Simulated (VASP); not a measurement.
# TaAs in VASP: notebook, part 2 of 3

VASP 6.6.1. Earlier steps stand in the parts before.

### 3 Work function, PBE

File INCAR:

```
SYSTEM = TaAs
ALGO = Normal
DIPOL = 0.5 0.5 0.500
EDIFF = 1E-6
EFIELD = -0.1
ENCUT = 520
GGA = PE
IDIPOL = 3
ISIF = 2
ISMEAR = -1
LASPH = .True.
LCHARG = .False.
LDIPOL = .True.
LREAL = .False.
LVACPOTAV = .True.
LVHAR = .True.
LWAVE = .False.
NELM = 60
PREC = Accurate
SIGMA = 0.05
```

File KPOINTS:

```
k-points
0
Gamma
  8 8 1
  0 0 0
```

File POSCAR:

```
TaAs
1.0
    3.4436267244      0.0000000000      0.0000000000
    0.0000000000      3.4436267244      0.0000000000
    0.0000000000      0.0000000000     24.7720569659
Ta As
4 4
Direct
    0.5000000000      0.5000000000      0.3027604857
    0.0000000000      0.5000000000      0.4211992077
    0.0000000000      0.0000000000      0.5396379297
    0.5000000000      0.0000000000      0.6580766517
    0.0000000000      0.0000000000      0.3419233483
    0.5000000000      0.0000000000      0.4603620703
    0.5000000000      0.5000000000      0.5788007923
    0.0000000000      0.5000000000      0.6972395143
```

Potentials or basis: VASP PAW PBE potentials, release 64 (Ta_pv, As).

Command:

```sh
$ cat potpaw_PBE.64/Ta_pv/POTCAR potpaw_PBE.64/As/POTCAR > POTCAR
$ mpirun -np 1 vasp_std > vasp.out
```

OUTCAR:

```text
SYSTEM = TaAs
   EDIFF = 1E-6
   ENCUT = 520
   GGA = PE
   ISIF = 2
   ISMEAR = -1
   LASPH = .True.
   LREAL = .False.
   NELM = 60
   PREC = Accurate

 ion  position               nearest neighbor table
   1  0.500  0.500  0.303-   5 2.62   5 2.62   5 2.62   5 2.62   2 3.40   2 3.40
   2  0.000  0.500  0.421-   5 2.61   5 2.61   6 2.62   6 2.62   6 2.62   6 2.62   3 3.40   1 3.40
                             3 3.40   1 3.40
   3  0.000  0.000  0.540-   6 2.61   6 2.61   7 2.62   7 2.62   7 2.62   7 2.62   4 3.40   4 3.40
                             2 3.40   2 3.40
   4  0.500  0.000  0.658-   7 2.61   7 2.61   8 2.62   8 2.62   8 2.62   8 2.62   3 3.40   3 3.40

   5  0.000  0.000  0.342-   2 2.61   2 2.61   1 2.62   1 2.62   1 2.62   1 2.62
   6  0.500  0.000  0.460-   3 2.61   3 2.61   2 2.62   2 2.62   2 2.62   2 2.62
   7  0.500  0.500  0.579-   4 2.61   4 2.61   3 2.62   3 2.62   3 2.62   3 2.62
   8  0.000  0.500  0.697-   4 2.62   4 2.62   4 2.62   4 2.62

  LATTYP: Found a simple tetragonal cell.
 ALAT       =     3.4436267244
 C/A-ratio  =     7.1935952844

  Lattice vectors:

 A1 = (   3.4436267244,   0.0000000000,   0.0000000000)
 A2 = (   0.0000000000,   3.4436267244,   0.0000000000)
 A3 = (   0.0000000000,   0.0000000000,  24.7720569659)

Analysis of symmetry for initial positions (statically):
=====================================================================
 Subroutine PRICEL returns:
 Original cell was already a primitive cell.

 Routine SETGRP: Setting up the symmetry group for a
 simple tetragonal supercell.

 Subroutine GETGRP returns: Found  4 space group operations
 (whereof  4 operations were pure point group operations)
 out of a pool of 16 trial point group operations.

The static configuration has the point symmetry C_2v.

Analysis of symmetry for dynamics (positions and initial velocities):
=====================================================================
 An external electric field (EFIELD) may reduce the allowed symmetry operations
 Subroutine PRICEL returns:
 Original cell was already a primitive cell.

 Routine SETGRP: Setting up the symmetry group for a
 simple tetragonal supercell.

 Subroutine GETGRP returns: Found  4 space group operations
 (whereof  4 operations were pure point group operations)
 out of a pool of 16 trial point group operations.

The dynamic configuration has the point symmetry C_2v.

 Subroutine INISYM returns: Found  4 space group operations
 (whereof  4 operations are pure point group operations),
 and found     1 'primitive' translations

----------------------------------------------------------------------------------------

                                     Primitive cell

  volume of cell :     293.7610

  direct lattice vectors                    reciprocal lattice vectors
     3.443626724  0.000000000  0.000000000     0.290391520  0.000000000  0.000000000
     0.000000000  3.443626724  0.000000000     0.000000000  0.290391520  0.000000000
     0.000000000  0.000000000 24.772056966     0.000000000  0.000000000  0.040368065

  length of vectors
     3.443626724  3.443626724 24.772056966     0.290391520  0.290391520  0.040368065

  position of ions in fractional coordinates (direct lattice)
     0.500000000  0.500000000  0.302760486
     0.000000000  0.500000000  0.421199208
[... 49 lines left out ...]
  0.250000  0.000000  0.000000      2.000000
  0.000000  0.250000  0.000000      2.000000
  0.375000  0.000000  0.000000      2.000000
[... 16 lines left out ...]
  0.500000  0.375000  0.000000      2.000000
 -0.375000  0.500000  0.000000      2.000000
   k-points           NKPTS =     25   k-points in BZ     NKDIM =     25   number of bands    NBANDS=     38
   number of dos      NEDOS =    301   number of ions     NIONS =      8
   total plane-waves  NPLWV = 150528
   dimension x,y,z NGX =    28 NGY =   28 NGZ =  192
   dimension x,y,z NGXF=    56 NGYF=   56 NGZF=  384
   ions per type =               4   4
   NGX,Y,Z   is equivalent  to a cutoff of  13.52, 13.52, 12.89 a.u.
   NGXF,Y,Z  is equivalent  to a cutoff of  27.03, 27.03, 25.77 a.u.
 SYSTEM =  TaAs
   PREC   = accura    normal or accurate (medium, high low for compatibility)
   ISTART =      0    job   : 0-new  1-cont  2-samecut
   ICHARG =      2    charge: 1-file 2-atom 10-const
   ISPIN  =      1    spin polarized calculation?
   LNONCOLLINEAR =      F non collinear calculations
   LSORBIT =      F    spin-orbit coupling
   LASPH  =      T    aspherical Exc in radial PAW
   ENCUT  =  520.0 eV  38.22 Ry    6.18 a.u.   6.40  6.40 46.06*2*pi/ulx,y,z
   NELM   =     60;   NELMIN=  2; NELMDL= -5     # of ELM steps
   EDIFF  = 0.1E-05   stopping-criterion for ELM
   LREAL  =      F    real-space projection
[... 7 lines left out ...]
   TEBEG  =    0.0;   TEEND  =   0.0 temperature during run
   PSTRESS=    0.0 pullay stress
   NELECT =      64.0000    total number of electrons
   NUPDOWN=      -1.0000    fix difference up-down
   EMIN   =  10.00;   EMAX   =-10.00  energy-range for DOS
   EFERMI =   0.00;   METHOD = LEGACY
   ISMEAR =    -1;   SIGMA  =   0.05  broadening in eV -4-tet -1-fermi 0-gaus
   EFERMI_NEDOS =   21; number of points for ismear=-14 and -15
   IALGO  =     38    algorithm
   IMIX   =      4    mixing-type and parameters
     AMIX     =   0.40;   BMIX     =  1.00
     AMIX_MAG =   1.60;   BMIX_MAG =  1.00
  volume/ion in A,a.u.               =      36.72       247.80
  Fermi-wavevector in a.u.,A,eV,Ry     =   0.985077  1.861525 13.202771  0.970376
  Thomas-Fermi vector in A             =   2.116357
   LORBIT       =      0    0 simple, 1 ext, 2 COOP (PROOUT), +10 PAW based schemes
   GGA     = PE    functional components
   LHFCALC =     F    Hartree Fock is set to
   AEXX    =    0.0000 exact exchange contribution
   IVDW    =     0    specifies the selected vdW correction
   LEPSILON=     F    determine dielectric tensor
   LRPA    =     F    only Hartree local field effects (RPA)
 non-spin polarized calculation
  energy-cutoff  :      520.00
  volume of cell :      293.76
 maximum number of plane-waves:      7936
 NGX is ok and might be reduce to    28
   NGX = 13   NGY = 13   NGZ = 93

 dipolmoment           0.000000      0.000000      0.241895 electrons x Angstroem

 number of electron      64.0000003 magnetization

 dipolmoment           0.000000      0.000000     -0.050295 electrons x Angstroem

 Free energy of the ion-electron system (eV)
  ---------------------------------------------------
  ext. energy  EPLUGINS =         0.00000000
  ---------------------------------------------------
  free energy    TOTEN  =       -67.01661751 eV

  energy without entropy =      -66.98245330  energy(sigma->0) =      -66.99953540

 E-fermi :   0.7894     XC(G=0):  -6.4430

 val. band max:        0.7839185788   @ k =   0.3750   0.3750   0.0000
 cond. band min:       0.8097229389   @ k =  -0.1250   0.5000   0.0000
 fundamental gap:      0.0258043601
 Fermi energy:         0.7894319963

 k-point     1 :       0.0000    0.0000    0.0000
  band No.  band energies     occupation
      1     -34.2153      2.00000
      2     -34.1368      2.00000
      3     -34.1089      2.00000
      4     -34.0758      2.00000
      5     -34.0311      2.00000
      6     -34.0105      2.00000
[... 973 lines left out ...]
     37       3.6014      0.00000
     38       3.7811      0.00000

 [... further k-points ...]

------------------------ aborting loop because EDIFF is reached ----------------------------------------

  FORCE on cell =-STRESS in cart. coord.  units (eV):
  Direction    XX          YY          ZZ          XY          YZ          ZX
  --------------------------------------------------------------------------------------
  -------------------------------------------------------------------------------------
  Total       -1.8847625     -0.6105401      0.9467168      0.0000000      0.0000000      0.0000000
  in kB      -10.2795240     -3.3298954      5.1634080      0.0000000      0.0000000      0.0000000
  external PRESSURE =      -2.8153371 kB  Pullay stress =       0.0000000 kB

 VOLUME and BASIS-vectors are now :
 -----------------------------------------------------------------------------
  energy-cutoff  :      520.00
  volume of cell :      293.76
      direct lattice vectors                 reciprocal lattice vectors
     3.443626724  0.000000000  0.000000000     0.290391520  0.000000000  0.000000000
     0.000000000  3.443626724  0.000000000     0.000000000  0.290391520  0.000000000
     0.000000000  0.000000000 24.772056966     0.000000000  0.000000000  0.040368065

 POSITION                                       TOTAL-FORCE (eV/Angst)
 -----------------------------------------------------------------------------------
      1.72181      1.72181      7.50000         0.000000      0.000000      0.826107
      0.00000      1.72181     10.43397         0.000000      0.000000     -0.204078
      0.00000      0.00000     13.36794         0.000000      0.000000     -0.269278
      1.72181      0.00000     16.30191         0.000000      0.000000     -0.251617
      0.00000      0.00000      8.47014         0.000000      0.000000     -0.818306
      1.72181      0.00000     11.40412         0.000000      0.000000      0.121298
      1.72181      1.72181     14.33809         0.000000      0.000000      0.043940
      0.00000      1.72181     17.27206         0.000000      0.000000      0.551933
 -----------------------------------------------------------------------------------
    total drift:                               -0.000000     -0.000000     -0.000101

  FREE ENERGIE OF THE ION-ELECTRON SYSTEM (eV)
  ---------------------------------------------------
  free  energy   TOTEN  =       -67.0166175088 eV

  energy  without entropy=      -66.9824533007  energy(sigma->0) =      -66.99953540

 vacuum level on the upper side and lower side of the slab         6.201         4.900
```

It took 6.4 min on 1 thread of Intel Xeon 6975P-C (Granite Rapids), shared host; peak memory 0.54 GiB.

What came out:

```yaml
Free_energy: -67.0166 eV
Largest_force: 0.826 eV/Å
Band_gap_on_the_k_mesh: none (metal or under the smearing width)
Work_function_of_the_upper_face: 5.41 eV
Work_function_of_the_lower_face: 4.11 eV
```

Forces in eV/Å, atoms in the order of the input:
```
Ta   0.000  0.000  0.826
Ta   0.000  0.000 -0.204
Ta   0.000  0.000 -0.269
Ta   0.000  0.000 -0.252
As   0.000  0.000 -0.818
As   0.000  0.000  0.121
As   0.000  0.000  0.044
As   0.000  0.000  0.552
```

### 4 Work function, PBE

INCAR, as its differences from that of step 3:

```diff
@@ -4,3 +4,3 @@
 EDIFF = 1E-6
-EFIELD = -0.1
+EFIELD = 0
 ENCUT = 520
```

KPOINTS is that of step 3.

POSCAR is that of step 3.

Potentials or basis: VASP PAW PBE potentials, release 64 (Ta_pv, As).

Command:

```sh
$ cat potpaw_PBE.64/Ta_pv/POTCAR potpaw_PBE.64/As/POTCAR > POTCAR
$ mpirun -np 1 vasp_std > vasp.out
```

OUTCAR:

```text
SYSTEM = TaAs
   EDIFF = 1E-6
   ENCUT = 520
   GGA = PE
   ISIF = 2
   ISMEAR = -1
   LASPH = .True.
   LREAL = .False.
   NELM = 60
   PREC = Accurate

 ion  position               nearest neighbor table
   1  0.500  0.500  0.303-   5 2.62   5 2.62   5 2.62   5 2.62   2 3.40   2 3.40
   2  0.000  0.500  0.421-   5 2.61   5 2.61   6 2.62   6 2.62   6 2.62   6 2.62   3 3.40   1 3.40
                             3 3.40   1 3.40
   3  0.000  0.000  0.540-   6 2.61   6 2.61   7 2.62   7 2.62   7 2.62   7 2.62   4 3.40   4 3.40
                             2 3.40   2 3.40
   4  0.500  0.000  0.658-   7 2.61   7 2.61   8 2.62   8 2.62   8 2.62   8 2.62   3 3.40   3 3.40

   5  0.000  0.000  0.342-   2 2.61   2 2.61   1 2.62   1 2.62   1 2.62   1 2.62
   6  0.500  0.000  0.460-   3 2.61   3 2.61   2 2.62   2 2.62   2 2.62   2 2.62
   7  0.500  0.500  0.579-   4 2.61   4 2.61   3 2.62   3 2.62   3 2.62   3 2.62
   8  0.000  0.500  0.697-   4 2.62   4 2.62   4 2.62   4 2.62

  LATTYP: Found a simple tetragonal cell.
 ALAT       =     3.4436267244
 C/A-ratio  =     7.1935952844

  Lattice vectors:

 A1 = (   3.4436267244,   0.0000000000,   0.0000000000)
 A2 = (   0.0000000000,   3.4436267244,   0.0000000000)
 A3 = (   0.0000000000,   0.0000000000,  24.7720569659)

Analysis of symmetry for initial positions (statically):
=====================================================================
 Subroutine PRICEL returns:
 Original cell was already a primitive cell.

 Routine SETGRP: Setting up the symmetry group for a
 simple tetragonal supercell.

 Subroutine GETGRP returns: Found  4 space group operations
 (whereof  4 operations were pure point group operations)
 out of a pool of 16 trial point group operations.

The static configuration has the point symmetry C_2v.

Analysis of symmetry for dynamics (positions and initial velocities):
=====================================================================
 Subroutine PRICEL returns:
 Original cell was already a primitive cell.

 Routine SETGRP: Setting up the symmetry group for a
 simple tetragonal supercell.
[... 147 lines left out ...]
 non-spin polarized calculation
  energy-cutoff  :      520.00
  volume of cell :      293.76
 maximum number of plane-waves:      7936
 NGX is ok and might be reduce to    28
   NGX = 13   NGY = 13   NGZ = 93

 dipolmoment           0.000000      0.000000     -0.111750 electrons x Angstroem

 number of electron      64.0000003 magnetization

 dipolmoment           0.000000      0.000000      0.036415 electrons x Angstroem

 Free energy of the ion-electron system (eV)
  ---------------------------------------------------
  ext. energy  EPLUGINS =         0.00000000
  ---------------------------------------------------
  free energy    TOTEN  =       -67.01593534 eV

  energy without entropy =      -66.98125380  energy(sigma->0) =      -66.99859457

 E-fermi :   0.8102     XC(G=0):  -6.4411

 val. band max:        0.8057010865   @ k =   0.3750   0.3750   0.0000
 cond. band min:       0.8202745833   @ k =  -0.1250   0.5000   0.0000
 fundamental gap:      0.0145734968
 Fermi energy:         0.8102341179

 k-point     1 :       0.0000    0.0000    0.0000
  band No.  band energies     occupation
      1     -34.1964      2.00000
      2     -34.1181      2.00000
      3     -34.0887      2.00000
      4     -34.0555      2.00000
      5     -34.0107      2.00000
      6     -33.9907      2.00000
[... 973 lines left out ...]
     37       3.6208      0.00000
     38       3.7280      0.00000

 [... further k-points ...]

------------------------ aborting loop because EDIFF is reached ----------------------------------------

  FORCE on cell =-STRESS in cart. coord.  units (eV):
  Direction    XX          YY          ZZ          XY          YZ          ZX
  --------------------------------------------------------------------------------------
  -------------------------------------------------------------------------------------
  Total       -1.8685891     -0.5967588      0.9415799      0.0000000      0.0000000      0.0000000
  in kB      -10.1913141     -3.2547316      5.1353914      0.0000000      0.0000000      0.0000000
  external PRESSURE =      -2.7702181 kB  Pullay stress =       0.0000000 kB

 VOLUME and BASIS-vectors are now :
 -----------------------------------------------------------------------------
  energy-cutoff  :      520.00
  volume of cell :      293.76
      direct lattice vectors                 reciprocal lattice vectors
     3.443626724  0.000000000  0.000000000     0.290391520  0.000000000  0.000000000
     0.000000000  3.443626724  0.000000000     0.000000000  0.290391520  0.000000000
     0.000000000  0.000000000 24.772056966     0.000000000  0.000000000  0.040368065

 POSITION                                       TOTAL-FORCE (eV/Angst)
 -----------------------------------------------------------------------------------
      1.72181      1.72181      7.50000         0.000000      0.000000      0.831637
      0.00000      1.72181     10.43397         0.000000      0.000000     -0.205525
      0.00000      0.00000     13.36794         0.000000      0.000000     -0.268903
      1.72181      0.00000     16.30191         0.000000      0.000000     -0.261044
      0.00000      0.00000      8.47014         0.000000      0.000000     -0.821848
      1.72181      0.00000     11.40412         0.000000      0.000000      0.121425
      1.72181      1.72181     14.33809         0.000000      0.000000      0.045139
      0.00000      1.72181     17.27206         0.000000      0.000000      0.559119
 -----------------------------------------------------------------------------------
    total drift:                               -0.000000     -0.000000     -0.000150

  FREE ENERGIE OF THE ION-ELECTRON SYSTEM (eV)
  ---------------------------------------------------
  free  energy   TOTEN  =       -67.0159353375 eV

  energy  without entropy=      -66.9812537999  energy(sigma->0) =      -66.99859457

 vacuum level on the upper side and lower side of the slab         5.827         5.270
```

OSZICAR:

```text
N       E                     dE             d eps       ncg     rms          rms(c)
DAV:   1     0.485726009133E+03    0.48573E+03   -0.32840E+04  2364   0.146E+03
DAV:   2    -0.383763507306E+02   -0.52410E+03   -0.51362E+03  2276   0.342E+02
DAV:   3    -0.704168982252E+02   -0.32041E+02   -0.31054E+02  2372   0.737E+01
[... 24 lines left out ...]
DAV:  28    -0.670159213141E+02   -0.16793E-04   -0.18568E-06  1582   0.551E-03    0.160E-03
DAV:  29    -0.670159295835E+02   -0.82694E-05   -0.66028E-07  1454   0.361E-03    0.122E-03
DAV:  30    -0.670159328773E+02   -0.32938E-05   -0.26033E-07  1316   0.224E-03    0.865E-04
DAV:  31    -0.670159346374E+02   -0.17601E-05   -0.17860E-07  1320   0.135E-03    0.558E-04
DAV:  32    -0.670159353375E+02   -0.70009E-06   -0.58539E-08  1268   0.108E-03
   1 F= -.67015935E+02 E0= -.66998595E+02  d E =-.346815E-01
```

stdout:

```text
POSCAR found type information on POSCAR TaAs
 POSCAR found :  2 types and       8 ions
 scaLAPACK will be used
 LDA part: xc-table for (Slater+PW92), standard interpolation
 POSCAR, INCAR and KPOINTS ok, starting setup
 FFT: planning ... GRIDC
 FFT: planning ... GRID_SOFT
 FFT: planning ... GRID
 WAVECAR not read
 entering main loop
 -----------------------------------------------------------------------------
|                                                                             |
|           W    W    AA    RRRRR   N    N  II  N    N   GGGG   !!!           |
|           W    W   A  A   R    R  NN   N  II  NN   N  G    G  !!!           |
|           W    W  A    A  R    R  N N  N  II  N N  N  G       !!!           |
|           W WW W  AAAAAA  RRRRR   N  N N  II  N  N N  G  GGG   !            |
|           WW  WW  A    A  R   R   N   NN  II  N   NN  G    G                |
|           W    W  A    A  R    R  N    N  II  N    N   GGGG   !!!           |
|                                                                             |
|     Did not find any points to average over, which means that no vacuum     |
|     field-free region was found. Please increase the size of  your cell     |
|     in the dimension of the dipole correction to obtain accurate            |
|     workfunction values.                                                    |
|                                                                             |
 -----------------------------------------------------------------------------
```

Run time: 6.4 min. Hardware: 1 thread of Intel Xeon 6975P-C (Granite Rapids), shared host; peak memory 0.54 GiB.

Results:

* Free energy: -67.0159 eV
* Largest force: 0.832 eV/Å
* Band gap on the k mesh: none (metal or under the smearing width)
* Work function of the upper face: 5.02 eV
* Work function of the lower face: 4.46 eV

Forces in eV/Å, atoms in the order of the input:
```
Ta   0.000  0.000  0.832
Ta   0.000  0.000 -0.206
Ta   0.000  0.000 -0.269
Ta   0.000  0.000 -0.261
As   0.000  0.000 -0.822
As   0.000  0.000  0.121
As   0.000  0.000  0.045
As   0.000  0.000  0.559
```

The run has no spin-orbit coupling, so splittings on Ta are missing.

(Part 2 of 3 ends here.)
